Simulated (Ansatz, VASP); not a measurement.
VH2: VASP beside Ansatz

```
V H
1.0
     0.00000    2.08220    2.08220
     2.08220    0.00000    2.08220
     2.08220    2.08220    0.00000
V H
1 2
Direct
  0.00000 0.00000 0.00000
  0.25000 0.25000 0.25000
  0.75000 0.75000 0.75000
```

Alike in both runs: functional PBEsol; k mesh 13 × 13 × 13; occupations fermi-dirac, width 0.05 eV; collinear spin.

Ansatz relaxed the structure, and its values are those at the end. VASP's run is a single point on that final structure, the one shown.

```csv
,VASP,Ansatz
version,VASP 6.6.1,Ansatz 0.2.0
potentials or method,"VASP PAW PBE potentials, release 64 (V_sv, H), cutoff 520 eV","all-electron LAPW, scalar-relativistic"
```

|  | VASP | Ansatz | Ansatz less VASP |
| --- | --- | --- | --- |
| pressure (GPa) | 0.0 | 0.0 | -0.01 |
| net moment per atom (μB) | 0.00 | 0.00 | 0.000 |

Ansatz ran all-electron here, so the differences hold the error of VASP's frozen core and of both bases. Ansatz warned: «seeded_moment_not_kept».

Caveats: the PAW data sets were made with another functional, which shifts forces and pressure a little (VASP).
